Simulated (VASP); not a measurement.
A run of VASP 6.6.1:

The input INCAR:

```
SYSTEM = SrVO3
PREC = Accurate ; ENCUT = 600
EDIFF = 1E-6 ; ISMEAR = -1
SIGMA = 0.1 ; LREAL = .FALSE.
LASPH = .TRUE. ; NELM = 100
ALGO = Fast ; ISIF = 3
LWAVE = .FALSE. ; LCHARG = .FALSE.
GGA = PE ; IBRION = 2
NSW = 80 ; EDIFFG = -0.01
PSTRESS = 200.0
```

File KPOINTS:

```
regular mesh
0
G
  9 9 9
  0 0 0
```

Contents of POSCAR:

```
SrVO3
1.0
    3.8378340000      0.0000000000      0.0000000000
    0.0000000000      3.8378340000      0.0000000000
    0.0000000000      0.0000000000      3.8378340000
Sr V O
1 1 3
Direct
    0.5000000000      0.5000000000      0.5000000000
    0.0000000000      0.0000000000      0.0000000000
    0.5000000000      0.0000000000      0.0000000000
    0.0000000000      0.5000000000      0.0000000000
    0.0000000000      0.0000000000      0.5000000000
```

Potentials or basis: VASP PAW PBE potentials, release 64 (Sr_sv, V_sv, O).

Launch:

```console
$ cat potpaw_PBE.64/Sr_sv/POTCAR potpaw_PBE.64/V_sv/POTCAR potpaw_PBE.64/O/POTCAR > POTCAR
$ mpirun -np 1 vasp_std > vasp.out
```

Hardware: 1 thread of Intel(R) Xeon(R) Platinum 8259CL CPU @ 2.50GHz (Skylake/Cascade Lake) (shared host).

How long does it take, and how much memory?

It took 3 min on 1 thread of Intel(R) Xeon(R) Platinum 8259CL CPU @ 2.50GHz (Skylake/Cascade Lake), with other jobs on the host, peak memory 0.23 GiB. Counts: scf iterations 66, k points 35, ion steps 4.
